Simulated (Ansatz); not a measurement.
**Ca: one input, then a changed one**

The cell is a measured one (Crystallography Open Database entry 9011034); the temperature and pressure of the measurement aren't taken into account, and nothing was relaxed. It was measured hot, at 740 K.

First run: DFT, PBEsol, PAW with Ansatz's default frozen-core files, scalar-relativistic (Ansatz 0.2.0).

Command: `ansatz run input.yaml --threads 1 --pin off --max-ram 2048MiB --backend cpu --events-out ev --progress --plain --runs-dir out` The run took 2.6 s on 1 thread of Arm Neoverse V1, on a shared host, peak memory 0.29 GiB.

```yaml
crystal:
  lattice:
    - [-2.24, 2.24, 2.24]
    - [2.24, -2.24, 2.24]
    - [2.24, 2.24, -2.24]
  atoms:
    - { symbol: Ca, position: [0.0, 0.0, 0.0] }
kpoints:
  mp_grid: { grid: [10, 10, 10] }
  band_path:
    path:
      - [0.0, 0.0, 0.0]
      - [0.5, -0.5, 0.5]
      - [0.0, 0.0, 0.5]
      - [0.0, 0.0, 0.0]
      - [0.25, 0.25, 0.25]
      - [0.5, -0.5, 0.5]
      - [0.25, 0.25, 0.25]
      - [0.0, 0.0, 0.5]
    npoints: 5
scf:
  occupations: { method: fermi_dirac, width: 0.05 }
hamiltonian:
  xc: pbesol
  pseudopotentials: { kind: paw }
output:
  forces: true
  stress: true
  eigenvalues: true
  efg: { contact_densities: true }
```

Result: converged; pressure -1.54 GPa; no gap on the k mesh; 6 SCF iterations.

The input is then changed:

```diff
@@ -21,6 +21,7 @@
 scf:
   occupations: { method: fermi_dirac, width: 0.05 }
+  initial_density: { chi_scale: 0.3 }
 hamiltonian:
-  xc: pbesol
+  xc: rpbe
   pseudopotentials: { kind: paw }
 output:
@@ -29,3 +30,9 @@
   eigenvalues: true
   efg: { contact_densities: true }
+  write_density: true
+  write_potential: true
+  elf: true
+  volumetric_format: npy
+basis:
+  ecutwfc: "300 eV"
```

(1) What does the second run give?

## Answers

(1) It converged; pressure -0.17 GPa; no gap on the k mesh; 6 SCF iterations. Some of these settings are too coarse for converged properties.
